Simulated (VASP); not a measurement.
# Hf (Im-3m) in VASP: further runs

The runs below take Hf through relaxation of cell and atoms, with PBEsol.

Everything below comes from runs of VASP 6.6.1. Logs are shortened: lines on timing, memory, paths and dates and some standing lists are left out, and cuts for length are marked.

## 1. The crystal as given

It takes space group Im-3m (No. 229, cubic). Conventional cell: a = 3.256 Å, b = 3.256 Å, c = 3.256 Å, α = 90.00°, β = 90.00°, γ = 90.00°. Around Hf (site symmetry m-3m) lie 8 Hf at 2.82 Å.

This isn't the form of Hf at room conditions, which is hcp.

## 2. Relaxation of cell and atoms, PBEsol, target pressure 12 GPa, at which the enthalpy is minimised

The input, INCAR:

```
SYSTEM = Hf
PREC = Accurate
ENCUT = 250
EDIFF = 1E-7
ISMEAR = 0
SIGMA = 0.1
LREAL = .FALSE.
LASPH = .TRUE.
NELM = 80
ALGO = Fast
ISIF = 3
LWAVE = .FALSE.
LCHARG = .FALSE.
GGA = PS
IBRION = 2
NSW = 80
EDIFFG = -0.002
PSTRESS = 120.0
```

The input, KPOINTS:

```
Automatic mesh
0
G
  16 16 16
  0 0 0
```

The input, POSCAR:

```
Hf                                      
1.0
   -1.6277981048      1.6277981048      1.6277981048
    1.6277981048     -1.6277981048      1.6277981048
    1.6277981048      1.6277981048     -1.6277981048
  Hf            
     1
Direct
     0.0000000000000000    0.0000000000000000    0.0000000000000000
```

Potentials or basis: VASP PAW PBE potentials, release 64 (Hf_pv).

Run with:

```console
$ cat potpaw_PBE.64/Hf_pv/POTCAR > POTCAR
$ mpirun -np 1 vasp_std > vasp.out
```

OUTCAR:

```text
SYSTEM = Hf
   PREC = Accurate
   ENCUT = 250
   EDIFF = 1E-7
   ISMEAR = 0
   LREAL = .FALSE.
   LASPH = .TRUE.
   NELM = 80
   ISIF = 3
   GGA = PS
   IBRION = 2
   NSW = 80
   EDIFFG = -0.002
   PSTRESS = 120.0

 ion  position               nearest neighbor table
   1  0.000  0.000  0.000-

  LATTYP: Found a body centered cubic cell.
 ALAT       =     3.2555962096

  Lattice vectors:

 A1 = (  -1.6277981048,   1.6277981048,   1.6277981048)
 A2 = (   1.6277981048,  -1.6277981048,   1.6277981048)
 A3 = (   1.6277981048,   1.6277981048,  -1.6277981048)

Analysis of symmetry for initial positions (statically):
=====================================================================
 Subroutine PRICEL returns:
 Original cell was already a primitive cell.

 Routine SETGRP: Setting up the symmetry group for a
 body centered cubic supercell.

 Subroutine GETGRP returns: Found 48 space group operations
 (whereof 48 operations were pure point group operations)
 out of a pool of 48 trial point group operations.

The static configuration has the point symmetry O_h .

Analysis of symmetry for dynamics (positions and initial velocities):
=====================================================================
 Subroutine PRICEL returns:
 Original cell was already a primitive cell.

 Routine SETGRP: Setting up the symmetry group for a
 body centered cubic supercell.

 Subroutine GETGRP returns: Found 48 space group operations
 (whereof 48 operations were pure point group operations)
 out of a pool of 48 trial point group operations.

The dynamic configuration has the point symmetry O_h .

 Subroutine INISYM returns: Found 48 space group operations
 (whereof 48 operations are pure point group operations),
 and found     1 'primitive' translations

----------------------------------------------------------------------------------------

                                     Primitive cell

  volume of cell :      17.2529

  direct lattice vectors                    reciprocal lattice vectors
    -1.627798105  1.627798105  1.627798105     0.000000000  0.307163400  0.307163400
     1.627798105 -1.627798105  1.627798105     0.307163400  0.000000000  0.307163400
     1.627798105  1.627798105 -1.627798105     0.307163400  0.307163400  0.000000000

  length of vectors
     2.819429022  2.819429022  2.819429022     0.434394646  0.434394646  0.434394646

  position of ions in fractional coordinates (direct lattice)
     0.000000000  0.000000000  0.000000000

  ion indices of the primitive-cell ions
   primitive index   ion index
                 1           1

----------------------------------------------------------------------------------------

 KPOINTS: Automatic mesh

Automatic generation of k-mesh.
 Grid dimensions read from file:
 generate k-points for:   16   16   16

 Generating k-lattice:

  Cartesian coordinates                     Fractional coordinates (reciprocal lattice)
     0.000000000  0.019197712  0.019197712     0.062500000  0.000000000  0.000000000
     0.019197712  0.000000000  0.019197712     0.000000000  0.062500000  0.000000000
     0.019197712  0.019197712  0.000000000     0.000000000  0.000000000  0.062500000

  Length of vectors
     0.027149665  0.027149665  0.027149665

  Shift w.r.t. Gamma in fractional coordinates (k-lattice)
     0.000000000  0.000000000  0.000000000

 Subroutine IBZKPT returns following result:
 ===========================================

 Found    145 irreducible k-points:

 Following reciprocal coordinates:
            Coordinates               Weight
  0.000000  0.000000  0.000000      1.000000
  0.062500  0.000000  0.000000     12.000000
  0.125000  0.000000  0.000000     12.000000
  0.187500  0.000000  0.000000     12.000000
  0.250000  0.000000  0.000000     12.000000
  0.312500  0.000000  0.000000     12.000000
[... 16 lines left out ...]
  0.187500  0.187500  0.000000     24.000000
  0.250000  0.187500 -0.000000     48.000000
 [... further k-points ...]
   k-points           NKPTS =    145   k-points in BZ     NKDIM =    145   number of bands    NBANDS=      9
   number of dos      NEDOS =    301   number of ions     NIONS =      1
   total plane-waves  NPLWV =   4096
   dimension x,y,z NGX =    16 NGY =   16 NGZ =   16
   dimension x,y,z NGXF=    32 NGYF=   32 NGZF=   32
   ions per type =               1
   NGX,Y,Z   is equivalent  to a cutoff of   9.43,  9.43,  9.43 a.u.
   NGXF,Y,Z  is equivalent  to a cutoff of  18.87, 18.87, 18.87 a.u.
 SYSTEM =  Hf
   PREC   = accura    normal or accurate (medium, high low for compatibility)
   ISTART =      0    job   : 0-new  1-cont  2-samecut
   ICHARG =      2    charge: 1-file 2-atom 10-const
   ISPIN  =      1    spin polarized calculation?
   LNONCOLLINEAR =      F non collinear calculations
   LSORBIT =      F    spin-orbit coupling
   LASPH  =      T    aspherical Exc in radial PAW
   ENCUT  =  250.0 eV  18.37 Ry    4.29 a.u.   3.63  3.63  3.63*2*pi/ulx,y,z
   NELM   =     80;   NELMIN=  2; NELMDL= -5     # of ELM steps
   EDIFF  = 0.1E-06   stopping-criterion for ELM
   LREAL  =      F    real-space projection
   EDIFFG = -.2E-02   stopping-criterion for IOM
   NSW    =     80    number of steps for IOM
   IBRION =      2    ionic relax: 0-MD 1-quasi-New 2-CG
   NFREE  =      1    steps in history (QN), initial steepest desc. (CG)
   ISIF   =      3    stress and relaxation
   ISYM   =      2    0-nonsym 1-usesym 2-fastsym
   POTIM  = 0.5000    time-step for ionic-motion
   TEBEG  =    0.0;   TEEND  =   0.0 temperature during run
   PSTRESS=  120.0 pullay stress
   NELECT =      10.0000    total number of electrons
   NUPDOWN=      -1.0000    fix difference up-down
   EMIN   =  10.00;   EMAX   =-10.00  energy-range for DOS
   EFERMI =   0.00;   METHOD = LEGACY
   ISMEAR =     0;   SIGMA  =   0.10  broadening in eV -4-tet -1-fermi 0-gaus
   EFERMI_NEDOS =   21; number of points for ismear=-14 and -15
   IALGO  =     68    algorithm
   IMIX   =      4    mixing-type and parameters
     AMIX     =   0.40;   BMIX     =  1.00
     AMIX_MAG =   1.60;   BMIX_MAG =  1.00
  volume/ion in A,a.u.               =      17.25       116.43
  Fermi-wavevector in a.u.,A,eV,Ry     =   1.364963  2.579407 25.349351  1.863125
  Thomas-Fermi vector in A             =   2.491233
   LORBIT       =      0    0 simple, 1 ext, 2 COOP (PROOUT), +10 PAW based schemes
   GGA     = PS    functional components
   LHFCALC =     F    Hartree Fock is set to
   AEXX    =    0.0000 exact exchange contribution
   IVDW    =     0    specifies the selected vdW correction
   LEPSILON=     F    determine dielectric tensor
   LRPA    =     F    only Hartree local field effects (RPA)
 conjugate gradient relaxation of ions
 non-spin polarized calculation
 RMM-DIIS sequential band-by-band and
 Gauss-broadening in eV      SIGMA  =   0.10
  energy-cutoff  :      250.00
  volume of cell :       17.25
 maximum number of plane-waves:       164
   NGX =  7   NGY =  7   NGZ =  7

--------------------------------------- Ionic step        1  -------------------------------------------

 number of electron      10.0000013 magnetization

 Free energy of the ion-electron system (eV)
  ---------------------------------------------------
  ext. energy  EPLUGINS =         0.00000000
  ---------------------------------------------------
  free energy    TOTEN  =       -10.00131791 eV

  energy without entropy =       -9.99460647  energy(sigma->0) =       -9.99796219

------------------------ aborting loop because EDIFF is reached ----------------------------------------

  FORCE on cell =-STRESS in cart. coord.  units (eV):
  Direction    XX          YY          ZZ          XY          YZ          ZX
  --------------------------------------------------------------------------------------
  -------------------------------------------------------------------------------------
  Total        3.2311477      3.2311477      3.2311477      0.0000000     -0.0000000     -0.0000000
  in kB      300.0583998    300.0583998    300.0583998      0.0000000     -0.0000000     -0.0000000
  external PRESSURE =     180.0583998 kB  Pullay stress =     120.0000000 kB

 VOLUME and BASIS-vectors are now :
 -----------------------------------------------------------------------------
  energy-cutoff  :      250.00
  volume of cell :       17.25
      direct lattice vectors                 reciprocal lattice vectors
    -1.627798105  1.627798105  1.627798105     0.000000000  0.307163400  0.307163400
     1.627798105 -1.627798105  1.627798105     0.307163400  0.000000000  0.307163400
     1.627798105  1.627798105 -1.627798105     0.307163400  0.307163400  0.000000000
[... 81 lines left out ...]
  FREE ENERGIE OF THE ION-ELECTRON SYSTEM (eV)
  ---------------------------------------------------
  free  energy   TOTEN  =       -10.2497589948 eV

  energy  without entropy=      -10.2416025559  energy(sigma->0) =      -10.24568078

  enthalpy is  TOTEN    =        -8.8084056989 eV   P V=        1.4413532959

--------------------------------------- Ionic step        4  -------------------------------------------

 number of electron       9.9999990 magnetization

 Free energy of the ion-electron system (eV)
  ---------------------------------------------------
  ext. energy  EPLUGINS =         0.00000000
  ---------------------------------------------------
  free energy    TOTEN  =       -10.24338654 eV

  energy without entropy =      -10.23524548  energy(sigma->0) =      -10.23931601

 E-fermi :   5.5049     XC(G=0): -12.1220

 val. band max:        5.4900874675   @ k =   0.2500   0.0625  -0.0000
 cond. band min:       5.5276376416   @ k =   0.3125   0.2500   0.0625
 fundamental gap:      0.0375501741
 Fermi energy:         5.5048962126

 k-point     1 :       0.0000    0.0000    0.0000
  band No.  band energies     occupation
      1     -23.6464      2.00000
      2     -23.6464      2.00000
      3     -23.6464      2.00000
      4      -2.0123      2.00000
      5       7.1224      0.00000
      6       7.1224      0.00000
      7       7.1224      0.00000
      8      10.3941      0.00000
      9      10.3941      0.00000

 k-point     2 :       0.0625    0.0000    0.0000
  band No.  band energies     occupation
      1     -23.7046      2.00000
      2     -23.6635      2.00000
      3     -23.6470      2.00000
      4      -1.8359      2.00000
      5       6.9950      0.00000
      6       7.0752      0.00000
      7       7.2963      0.00000
      8      10.1736      0.00000
      9      10.3870      0.00000
[... 253 lines left out ...]
 k-point    24 :       0.2500    0.1875   -0.0000
  band No.  band energies     occupation
      1     -24.7234      2.00000
      2     -24.0897      2.00000
      3     -23.7666      2.00000
      4       2.2514      2.00000
      5       4.8611      2.00000
      6       5.5332      0.68914
      7       9.7182      0.00000
      8      11.3872      0.00000
      9      13.1706      0.00000

 [... further k-points ...]

------------------------ aborting loop because EDIFF is reached ----------------------------------------

  FORCE on cell =-STRESS in cart. coord.  units (eV):
  Direction    XX          YY          ZZ          XY          YZ          ZX
  --------------------------------------------------------------------------------------
  -------------------------------------------------------------------------------------
  Total        1.4347422      1.4347422      1.4347422      0.0000000     -0.0000000     -0.0000000
  in kB      119.9978354    119.9978354    119.9978354      0.0000000     -0.0000000     -0.0000000
  external PRESSURE =      -0.0021646 kB  Pullay stress =     120.0000000 kB

 VOLUME and BASIS-vectors are now :
 -----------------------------------------------------------------------------
  energy-cutoff  :      250.00
  volume of cell :       19.16
      direct lattice vectors                 reciprocal lattice vectors
    -1.685583810  1.685583810  1.685583810     0.000000000  0.296633129  0.296633129
     1.685583810 -1.685583810  1.685583810     0.296633129  0.000000000  0.296633129
     1.685583810  1.685583810 -1.685583810     0.296633129  0.296633129  0.000000000

 POSITION                                       TOTAL-FORCE (eV/Angst)
 -----------------------------------------------------------------------------------
      1.68558     -1.68558      1.68558        -0.000000      0.000000      0.000000
 -----------------------------------------------------------------------------------
    total drift:                                0.000000     -0.000000      0.000000

  FREE ENERGIE OF THE ION-ELECTRON SYSTEM (eV)
  ---------------------------------------------------
  free  energy   TOTEN  =       -10.2433865427 eV

  energy  without entropy=      -10.2352454801  energy(sigma->0) =      -10.23931601

  enthalpy is  TOTEN    =        -8.8086184543 eV   P V=        1.4347680885

 reached required accuracy - stopping structural energy minimisation
```

It took 20 s on 1 thread of Intel Xeon Platinum 8488C (Sapphire Rapids), shared host; peak memory 0.11 GiB.

The run converged, but some of its settings lie outside the range that counts as converged, so its numbers aren't taken as properties of the crystal.

What came out:

```
Free energy                                            : -10.2434 eV
Relaxed volume                                         : 19.16 Å³/atom
Relaxed cell                                           : a = 2.920 Å, b = 2.920 Å, c = 2.920 Å, α = 109.47°, β = 109.47°, γ = 109.47°
Space group after relaxing (to 0.05 Å)                 : Im-3m (No. 229)
Energy change on relaxing (the enthalpy is what falls) : -242.1 meV/atom
Ionic steps                                            : 4
Band gap on the k mesh                                 : none (metal or under the smearing width)
```

Caveat: the cutoff is under 1.25 times the usual one of these potentials, so pressure, stress and relaxed cells hold a basis-set (Pulay) error; the cell is relaxed towards a set pressure, so the enthalpy falls and the energy may rise; the PAW data sets were made with another functional, which shifts forces and pressure a little.

## 3. Relaxation of cell and atoms, PBEsol, target pressure 12 GPa, at which the enthalpy is minimised

This run uses another cell than the first one, of 19.16 Å³/atom, 1.110 times its volume.

INCAR is that of step 2.

KPOINTS is that of step 2.

The input, POSCAR:

```
Hf                                      
1.0
   -1.6855838100      1.6855838100      1.6855838100
    1.6855838100     -1.6855838100      1.6855838100
    1.6855838100      1.6855838100     -1.6855838100
  Hf            
     1
Direct
     0.0000000000000000    1.0000000000000000    0.0000000000000000
```

Potentials or basis: VASP PAW PBE potentials, release 64 (Hf_pv).

Run with:

```console
$ cat potpaw_PBE.64/Hf_pv/POTCAR > POTCAR
$ mpirun -np 1 vasp_std > vasp.out
```

It took 27 s on 1 thread of Intel Xeon Platinum 8488C (Sapphire Rapids), shared host; peak memory 0.12 GiB.

These settings aren't checked as converged: the numbers below hold their error.

What came out:

* Free energy: -10.2577 eV
* Relaxed volume: 19.18 Å³/atom
* Relaxed cell: a = 2.921 Å, b = 2.921 Å, c = 2.921 Å, α = 109.47°, β = 109.47°, γ = 109.47°
* Space group after relaxing (to 0.05 Å): Im-3m (No. 229)
* Energy change on relaxing (the enthalpy is what falls): -2.1 meV/atom
* Ionic steps: 10
* Band gap on the k mesh: none (metal or under the smearing width)

Caveat: the cutoff is under 1.25 times the usual one of these potentials, so pressure, stress and relaxed cells hold a basis-set (Pulay) error; the cell is relaxed towards a set pressure, so the enthalpy falls and the energy may rise; the PAW data sets were made with another functional, which shifts forces and pressure a little.

## 4. Relaxation of cell and atoms, PBEsol, target pressure 0.0001 GPa, at which the enthalpy is minimised

This run uses another cell than the first one, of 19.18 Å³/atom, 1.112 times its volume.

Changes to INCAR since step 3:

```diff
@@ -17,2 +17,2 @@
 EDIFFG = -0.002
-PSTRESS = 120.0
+PSTRESS = 0.001
```

KPOINTS is that of step 3.

The input, POSCAR:

```
Hf                                      
1.0
   -1.6863960928      1.6863960928      1.6863960928
    1.6863960928     -1.6863960928      1.6863960928
    1.6863960928      1.6863960928     -1.6863960928
  Hf            
     1
Direct
     0.0000000000000000    0.0000000000000000    0.0000000000000000
```

Run with:

```console
$ cat potpaw_PBE.64/Hf_pv/POTCAR > POTCAR
$ mpirun -np 1 vasp_std > vasp.out
```

Wall time 21 s (1 thread of Intel Xeon Platinum 8488C (Sapphire Rapids), shared host); peak memory 0.12 GiB.

The run converged, but some of its settings lie outside the range that counts as converged, so its numbers aren't taken as properties of the crystal.

Results:

* Free energy: -10.3240 eV
* Relaxed volume: 21.06 Å³/atom
* Relaxed cell: a = 3.013 Å, b = 3.013 Å, c = 3.013 Å, α = 109.47°, β = 109.47°, γ = 109.47°
* Space group after relaxing (to 0.05 Å): Im-3m (No. 229)
* Energy change on relaxing (the enthalpy is what falls): -66.1 meV/atom
* Ionic steps: 4
* Band gap on the k mesh: none (metal or under the smearing width)

Caveat: the cutoff is under 1.25 times the usual one of these potentials, so pressure, stress and relaxed cells hold a basis-set (Pulay) error; the cell is relaxed towards a set pressure, so the enthalpy falls and the energy may rise; the PAW data sets were made with another functional, which shifts forces and pressure a little.

(Continued in part 2 of 2.)
